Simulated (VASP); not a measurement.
Input of a VASP 6.6.1 run:

The input INCAR:

```
PREC = Accurate ; ENCUT = 600
EDIFF = 1E-7 ; ISMEAR = 0
SIGMA = 0.03 ; LREAL = False
LASPH = True ; NELM = 120
ALGO = Normal ; ISIF = 3
LWAVE = False ; LCHARG = False
METAGGA = R2SCAN ; LMIXTAU = True
LUSE_VDW = True ; IVDW_NL = 2
BPARAM = 11.95 ; CPARAM = 0.0093
IBRION = 2 ; NSW = 90
EDIFFG = -0.005 ; LATTICE_CONSTRAINTS = .TRUE. .TRUE. .FALSE.
```

KPOINTS

```
Automatic mesh
0
Gamma
  15 15 1
```

The input POSCAR:

```
BN                                      
1.0
    2.5012026931      0.0000000000      0.0000000000
   -1.2506013466      2.1661050675      0.0000000000
    0.0000000000      0.0000000000     18.0000000000
  B               N             
     1     1
Direct
     0.6666666699999979    0.3333333300000021    0.5000000000000000
     0.3333333300000021    0.6666666699999979    0.5000000000000000
```

Potentials or basis: VASP PAW PBE potentials, release 64 (B, N).

The run is started by

```sh
$ cat potpaw_PBE.64/B/POTCAR potpaw_PBE.64/N/POTCAR > POTCAR
$ mpirun -np 1 vasp_std > vasp.out
```

Task: Predict the band gap on the k mesh.

Result: 5.19 eV, indirect (least direct gap 5.42 eV).

Final structure:
```
B N
1.0
     2.50120    0.00000    0.00000
    -1.25060    2.16611    0.00000
     0.00000    0.00000   18.00000
B N
1 1
Cartesian
  1.2506 0.7220 9.0000
  0.0000 1.4441 9.0000
```

Caveat: the relaxation stopped at its first step, so nothing moved; the PAW data sets were made with another functional, which shifts forces and pressure a little. r2SCAN opens gaps a little over a GGA but as a rule still falls short of measured ones.
